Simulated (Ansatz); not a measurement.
# Cobalt, diamond: r²SCAN0 after r²SCAN

Aim: see what exact exchange does to the levels, and what it costs. Spin polarisation is left out, though the real metal is magnetic, so these are not its levels. The cell comes from an earlier r²SCAN relaxation. Exact exchange is dear, so the k-mesh is coarse, and r²SCAN is run on the same mesh for comparison.

Program: Ansatz 0.2.0. Level of theory: DFT, plane waves (500 eV) with PBE-made PAW files, scalar-relativistic; functionals as named at each step. These are calculated values, not measurements.

### 1 The system as given

The structure is cubic, space group Fd-3m (No. 227). Conventional cell: a = 4.853 Å, b = 4.853 Å, c = 4.853 Å, α = 90.00°, β = 90.00°, γ = 90.00°. Co (site symmetry -43m) has 4 Co at 2.10 Å as nearest neighbours.

Coordinates:

```xyz
2
Lattice="0.0000 2.4267 2.4267 2.4267 0.0000 2.4267 2.4267 2.4267 0.0000" Properties=species:S:1:pos:R:3 pbc="T T T"
Co    0.6067    0.6067    0.6067
Co    4.2468    4.2468    4.2468
```

### 2 r²SCAN, coarse mesh

The run with r²SCAN.

Contents of input.yaml:

```yaml
crystal:
  lattice:
    - [0.0, 2.4267328976, 2.4267328976]
    - [2.4267328976, 0.0, 2.4267328976]
    - [2.4267328976, 2.4267328976, 0.0]
  atoms:
    - { symbol: Co, position: [0.125, 0.125, 0.125] }
    - { symbol: Co, position: [0.875, 0.875, 0.875] }
hamiltonian:
  xc: r2scan
  pseudopotentials:
    kind: paw
    azcp:
      Co: "pseudopotentials/Co.paw.azcp"
basis:
  ecutwfc: 500
  fft_grid_basis: typed
kpoints:
  mp_grid: { grid: [6, 6, 6], shift: [0, 0, 0] }
magnetization:
  spin_polarized: false
scf:
  occupations: { method: fermi_dirac, width: 0.1 }
```

The run is started by

```
$ ansatz run input.yaml --threads 4 --pin off --max-ram 8192MiB --backend cpu --events-out ev --progress --plain --runs-dir out
```

### 3 r²SCAN0 on the coarse mesh

The run with r²SCAN0.

Changes to input.yaml since step 2:

```diff
@@ -9,3 +9,3 @@
 hamiltonian:
-  xc: r2scan
+  xc: r2scan0
   pseudopotentials:
```

(Steps that only read results are left out.)

Q: Predict the outcome of this session. Wanted: r²SCAN: gap; r²SCAN0: gap.

The runs gave:

| quantity | value |
| --- | --- |
| r²SCAN: gap | none (levels filled in part) |
| r²SCAN0: gap | none (levels filled in part) |
| r²SCAN0: SCF cycles, exchange loops | 66, 10 |
| r²SCAN0: CPU time over that of r²SCAN | 24 |

**Reading.** Both r²SCAN and r²SCAN0 leave levels filled in part. The hybrid took 24 times as much CPU time as r²SCAN on the same settings. r²SCAN0 needed 10 outer loops of the exchange operator. Absolute energies differ from functional to functional, by eV per atom at times, and say nothing by themselves.
